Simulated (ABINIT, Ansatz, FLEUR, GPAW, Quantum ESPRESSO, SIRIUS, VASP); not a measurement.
# TiTe2: 8 runs at one level of theory

```
Te Ti
1.0
     3.77700    0.00000    0.00000
    -1.88850    3.27098    0.00000
     0.00000    0.00000    6.49800
Te Ti
2 1
Direct
  0.33333 0.66667 0.73720
  0.66667 0.33333 0.26280
  0.00000 0.00000 0.00000
```

Alike in all runs: task single point; functional PBEsol; k mesh 8 × 8 × 4; occupations fermi-dirac, width 0.05 eV; no spin polarisation; no spin-orbit coupling. Pressure is positive in compression and, in plane waves, holds the error of the finite cutoff, which Ansatz's Pulay term estimates and takes out.

```csv
program and potentials,plane-wave cutoff (eV),notes,pressure (GPa),largest force (eV/Å)
"Ansatz, Ansatz PAW",420,"potentials made for PBE, which Ansatz adapts in part; 14.67 valence electrons an atom on average; Pulay term of +0.02 GPa included",-2.28,0.128
"ABINIT, PseudoDojo NC SR PBEsol v0.4.1 standard",1143,14.67 valence electrons an atom on average,-2.18,0.119
"VASP, PBE PAW files Te, Ti_sv, 520 eV",520,potentials made for PBE; 8 valence electrons an atom on average,-2.23,0.110
"FLEUR, all-electron, FLAPW",-,-,-,0.128
"GPAW, PAW data sets generated for this functional",600,8 valence electrons an atom on average,-2.61,0.126
"Ansatz, all-electron LAPW, scalar-relativistic",-,-,-2.28,0.129
"Quantum ESPRESSO, GBRV 1.5 PBEsol",612,8 valence electrons an atom on average,-2.21,0.108
"SIRIUS, PseudoDojo 0.4.1 PBEsol standard (scalar relativistic)",1152,14.67 valence electrons an atom on average,-2.18,0.120
```

Force on atom 1 (Te), eV/Å:

| program and potentials | x | y | z |
| --- | --- | --- | --- |
| Ansatz, Ansatz PAW | 0.000 | 0.000 | 0.128 |
| ABINIT, PseudoDojo NC SR PBEsol v0.4.1 standard | 0.000 | 0.000 | 0.119 |
| VASP, PBE PAW files Te, Ti_sv, 520 eV | 0.000 | 0.000 | 0.110 |
| FLEUR, all-electron, FLAPW | 0.000 | 0.000 | 0.128 |
| GPAW, PAW data sets generated for this functional | 0.000 | 0.000 | 0.126 |
| Ansatz, all-electron LAPW, scalar-relativistic | 0.000 | 0.000 | 0.129 |
| Quantum ESPRESSO, GBRV 1.5 PBEsol | 0.000 | 0.000 | 0.108 |
| SIRIUS, PseudoDojo 0.4.1 PBEsol standard (scalar relativistic) | 0.000 | 0.000 | 0.120 |

The pressure spans -2.61 (GPAW, PAW data sets generated for this functional) to -2.18 GPa (ABINIT, PseudoDojo NC SR PBEsol v0.4.1 standard), with all-electron results at -2.28.

Differences between rows come from potentials, basis sets and numerical settings, since the functional is the same but for its coding. Runs on potential files found faulty are left out.
